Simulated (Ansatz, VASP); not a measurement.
**One calculation of Al, two programs**

```xyz
1
Lattice="-1.5609 1.6741 1.6175 1.5609 -1.6741 1.6175 1.5609 1.6741 -1.6175" Properties=species:S:1:pos:R:3 pbc="T T T"
Al    0.0000    0.0000    0.0000
```

Change from the starting cell: engineering shear strain xy +0.0000, strain +e along x and -e along y -0.0350.

Alike in both runs: task single point; functional PBE; k mesh 20 × 20 × 20; occupations gaussian, width 0.15 eV; no spin polarisation.

```csv
,VASP,Ansatz
version,VASP 6.6.1,Ansatz 0.2.0
potentials or method,"VASP PAW PBE potentials, release 64 (Al)","scalar-relativistic, plane waves, PAW"
plane-wave cutoff (eV),520,420
valence electrons in the cell,3,3
```

|  | VASP | Ansatz | Ansatz less VASP |
| --- | --- | --- | --- |
| gap on the k mesh at the Fermi level (eV) | none | none | - |
| pressure (GPa) | 0.0 | 0.0 | +0.02 |
| largest component of the traceless stress (GPa) | 1.51 | 1.51 | -0.001 |

A gap of «none» marks a metal or a gap that the smearing closes.
